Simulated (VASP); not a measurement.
**Re: single point with PBE**

Re:

```xyz
1
Lattice="0.0000 1.9347 1.9347 1.9347 0.0000 1.9347 1.9347 1.9347 0.0000" Properties=species:S:1:pos:R:3 pbc="T T T"
Re    0.0000    0.0000    0.0000
```

This isn't the form of Re at room conditions, which is hcp.

The cell isn't the ideal one: volume scaled by 0.94.

- Program: VASP 6.6.1
- Task: single point
- Functional: PBE
- Potentials or basis: VASP PAW PBE potentials, release 64 (Re)
- Cutoff: 520 eV
- k mesh: 12 × 12 × 12
- Occupations: fermi-dirac, width 0.05 eV
- Spin: no spin polarisation
- Dipole correction: no
- Further INCAR settings: ALGO = Normal; EDIFF = 1e-06; NBANDS = 10

```
Pressure               : 13.6 GPa
Band gap on the k mesh : none (metal or under the smearing width)
```

Levels at points of the mesh, in eV from the Fermi level:
| k point | band 1 | band 2 | band 3 | band 4 | band 5 | band 6 | band 7 | band 8 |
| --- | --- | --- | --- | --- | --- | --- | --- | --- |
| (0.00, 0.00, 0.00) | -10.24 | -1.96 | -1.96 | -1.96 | 1.31 | 1.31 | 13.93 | 19.69 |
| (0.50, 0.00, 0.00) | -6.99 | -2.17 | -2.17 | 0.26 | 3.93 | 3.93 | 10.22 | 13.44 |
| (0.50, 0.50, 0.00) | -6.97 | -6.09 | 2.89 | 3.88 | 4.69 | 4.69 | 12.43 | 12.43 |

Wall time 6.5 s on 1 thread of AMD EPYC 9R45 (Zen 5), on a shared host, peak memory 0.1 GiB.

Spin-orbit coupling is left out, which matters for the levels of Re.
